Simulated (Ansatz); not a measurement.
The cell comes from COD entry 1523095, which wasn't checked; take it as a given geometry. The listed cell was then made from it by scaling, straining or moving an atom.

AlN: DFT, LDA, all-electron LAPW, scalar-relativistic (Ansatz 0.2.0). What sets it apart from a plain run of this crystal: volume scaled by 0.975.

Command: `ansatz run input.yaml --threads 1 --pin off --max-ram 3072MiB --backend cpu --events-out ev --progress --plain --runs-dir out` The run took 5 s on 1 thread of Arm Neoverse V1, with other jobs on the host, peak memory 0.25 GiB.

```yaml
crystal:
  lattice:
    - [0.0, 1.9613773654, 1.9613773654]
    - [1.9613773654, 0.0, 1.9613773654]
    - [1.9613773654, 1.9613773654, 0.0]
  atoms:
    - { symbol: Al, position: [0.0, 0.0, 0.0] }
    - { symbol: "N", position: [0.5, 0.5, 0.5] }
kpoints:
  mp_grid: { grid: [10, 10, 10] }
scf:
  occupations: { method: fermi_dirac, width: 0.02 }
hamiltonian:
  xc: lda
  pseudopotentials: { kind: all_electron, lapw: { basis_error: 0.001 } }
output:
  forces: true
  stress: true
  eigenvalues: true
```

Output (standing set-up lines are left out):

```
LAPW: plane waves up to 9.577 Å⁻¹, error target 1.0e-3 eV per atom; small_component_spin mean_spin; N in spheres of 0.945 Å, 7 of its electrons in bands, Dirac shells []; Al in spheres of 1.016 Å, 11 of its electrons in bands, Dirac shells []
Crystal: 2 atoms, lattice volume = 15.091 Å³
Basis set: ecut = 349.44752855774686 eV, 229 PW (Γ), exchange–correlation at level 2
iter 1 solved again at ethr=1.92e-2 eV; its pass at ethr=1.00e-1 eV (dr2=3.46e0 eV) is discarded
SCF iter   1: F=—  HF=-8067.826166 eV  |F-HF|=—  |Δ(HF+E_count)|=         —  Δρ=1.54e-1  dr2=3.46e0  ethr=1.92e-2  ⟨swp⟩=2.0  Hψ=4378  notcnv=0
preconditioner: auto → none  [insulator: Δε(μ)=7.771 eV  Ē_g=19.036 eV  σ=0.020 eV  W_gap=1.00  n_scr=8 (ndim 8)  ℏωp=27.0 eV  f_vac=0.000  D(μ)=0.00/eV (n_scr^D=0)  ε∞_Penn≈3.0]
iter 2 solved again at ethr=2.05e-4 eV; its pass at ethr=1.92e-2 eV (dr2=3.69e-2 eV) is discarded
SCF iter   2: F=—  HF=-8066.023118 eV  |F-HF|=—  |Δ(HF+E_count)|=    1.80e0  Δρ=2.50e-2  dr2=3.70e-2  ethr=2.05e-4  ⟨swp⟩=3.0  Hψ=3346  notcnv=0
SCF iter   3: F=—  HF=-8065.874019 eV  |F-HF|=—  |Δ(HF+E_count)|=         —  Δρ=1.48e-2  dr2=2.58e-2  ethr=2.05e-4  ⟨swp⟩=3.0  Hψ=2106  notcnv=0
the basis was enlarged: its passes take 26.7 KiB over the memory plan, 1 of 1 planned eigensolver slots
SCF iter   4: F=—  HF=-8065.865074 eV  |F-HF|=—  |Δ(HF+E_count)|=   8.95e-3  Δρ=6.56e-4  dr2=3.74e-5  ethr=1.43e-4  ⟨swp⟩=2.0  Hψ=1833  notcnv=0
SCF iter   5: F=—  HF=-8065.865069 eV  |F-HF|=—  |Δ(HF+E_count)|=   5.31e-6  Δρ=1.52e-4  dr2=1.20e-6  ethr=2.08e-7  ⟨swp⟩=2.0  Hψ=1645  notcnv=0
SCF iter   6: F=—  HF=-8065.865069 eV  |F-HF|=—  |Δ(HF+E_count)|=   1.33e-7  Δρ=3.30e-5  dr2=5.42e-8  ethr=6.67e-9  ⟨swp⟩=2.0  Hψ=1645  notcnv=0
SCF iter   7: F=-8065.865069 eV  HF=-8065.865069 eV  |F-HF|=6.09e-11  |Δ(HF+E_count)|=   1.22e-8  Δρ=1.32e-6  dr2=9.93e-11  ethr=3.01e-10  ⟨swp⟩=2.0  Hψ=1645  notcnv=0
SCF 1 converged in 7 iterations: F = -8065.865069 eV  dr2 = 9.93e-11
SCF converged after 7 iterations
Free energy (F): -8065.865069 eV
Harris-Foulkes:  -8065.865069 eV  (|F-HF|=6.09e-11)
Internal energy: -8065.865069 eV  (E = F + TS)
E sigma→0 (E₀):  -8065.865069 eV
Fermi energy:    16.918374 eV
--- Per-component energies (eV) ---
  E_band       = -1115.355859
  E_kinetic    = 8071.299057
  E_xc         = -664.633786
  E_electrostatic = -15472.530339  (all electrons and nuclei)
  E_smearing   = -0.000000  (= −TS)
  E_closure    = 0.000000  (closes the sum)
  E_atoms      = -8049.684938  (free atoms, spherical and without spin; not in F)
  Σ components = -8065.865069   (vs F -8065.865069, Δ=0.00e0)
  Basis errors (estimates in eV, not in F): energy 3.9e-4 per atom: plane waves 3.6e-4 (2.0e-4 summed), levels above the bands 7.8e-263, relativity 6.2e-9, radial functions 2.6e-5, core shells 1.2e-12; eigenvalues (radial functions only) 1.3e-5; not estimated: angular momenta, meshes, grids; target (lapw.basis_error) 1.0e-3; muffin-tin radii N 0.945 Å, Al 1.016 Å
--- Forces (eV/Å), atoms counted from 1 ---
  atom   1  Al    -0.00000000    -0.00000000    -0.00000000
  atom   2  N      0.00000000    -0.00000000    -0.00000000
  max |Σ_I F_I| component: 1.86e-30 eV/Å
--- Stress (GPa, compression-positive) ---
       21.061666       0.000000       0.000000
        0.000000      21.061666       0.000000
        0.000000       0.000000      21.061666
  P = ⅓ Tr σ = 21.0617 GPa (210.617 kbar)
--- Band table (eV; the first three rows and the last of 47) ---
  k-point 0: bands = ["-356.4003", "-86.3872", "-48.5765", "-48.5765", "-48.5765", "-3.8624", "14.3997", "14.3997", "14.3997", "21.5306", "26.7134", "26.7134", "26.7134"]
  k-point 1: bands = ["-356.4003", "-86.3867", "-48.5803", "-48.5770", "-48.5770", "-3.6363", "13.3814", "14.2556", "14.2556", "22.0677", "25.8434", "27.0587", "27.0587"]
  k-point 2: bands = ["-356.4003", "-86.3854", "-48.5900", "-48.5783", "-48.5783", "-2.9761", "11.1329", "13.9078", "13.9078", "22.3474", "25.6918", "27.4276", "27.4276"]
  k-point 46: bands = ["-356.4003", "-86.3803", "-48.6051", "-48.5985", "-48.5913", "1.1683", "7.5326", "8.8956", "10.3056", "22.7946", "23.8891", "26.9617", "28.2373"]
```
